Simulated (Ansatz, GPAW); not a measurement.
# Sn: 3 runs at one level of theory

```
Sn
1.0
    -2.94014    2.94014    1.59930
     2.94014   -2.94014    1.59930
     2.94014    2.94014   -1.59930
Sn
2
Direct
  0.00000 0.00000 0.00000
  0.75000 0.25000 0.50000
```

Alike in all runs: task single point; functional PBE; k mesh 9 × 9 × 9; occupations gaussian, width 0.014 eV; no spin polarisation; no spin-orbit coupling. Pressure is positive in compression and, in plane waves, holds the error of the finite cutoff, which Ansatz's Pulay term estimates and takes out.

```csv
program and potentials,plane-wave cutoff (eV),notes,pressure (GPa)
"Ansatz, Ansatz PAW",420,Pulay term of +0.03 GPa included,1.42
"GPAW, GPAW PAW data sets (gpaw-data 1.2.1)",600,-,1.14
"Ansatz, all-electron LAPW, scalar-relativistic",-,-,1.42
```

The pressure spans 1.14 (GPAW, GPAW PAW data sets (gpaw-data 1.2.1)) to 1.42 GPa (Ansatz, all-electron LAPW, scalar-relativistic), with all-electron results at 1.42.

The functional is the same throughout but for its coding, so the spread measures potentials, basis and numerics; runs on potential files found faulty are left out.
